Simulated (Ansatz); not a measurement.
# Equation of state of Mg under HSE06

Symmetry: Fm-3m, No. 225, cubic system. The conventional cell has a = 4.489 Å, b = 4.489 Å, c = 4.489 Å, α = 90.00°, β = 90.00°, γ = 90.00°. Around Mg (site symmetry m-3m) lie 12 Mg at 3.17 Å.

This isn't the form of Mg at room conditions, which is hcp.

The cell was scaled at fixed shape and fractions and run with Ansatz, SPMS NC, cutoff 762 eV; HSE06, k mesh 7 × 7 × 7 on the cell of 1 atom, gaussian occupations of 0.01 eV, no spin polarisation, no spin-orbit coupling. The potentials were made for PBE. Energies are those that the program minimises, any entropy of the smearing included. For a metal such a mesh isn't converged to the digits shown.

```csv
V (Å³/atom),energy over the lowest row (meV/atom)
21.2508,21.393
21.7029,?
22.1551,5.612
22.6072,1.663
23.0594,0.000
23.5115,0.438
23.9637,2.759
```

**Question.** Fit the third-order Birch-Murnaghan form, give V0, B0 and B′, and predict the energy left open.

**Answer.** With y = (V0/V)^(2/3), E = E0 + (9 V0 B0/16) [(y - 1)³ B′ + (y - 1)² (6 - 4y)]. Least squares through the rows shown give V0 = 23.1865 Å³/atom, E0 = -0.076 meV, B0 = 36.85 GPa (1 eV/Å³ = 160.218 GPa) and B′ = 3.98, with a largest miss of 0.005 meV. At V = 21.7029 the form with these constants gives 12.105 meV; the run gave 12.107 meV an atom.
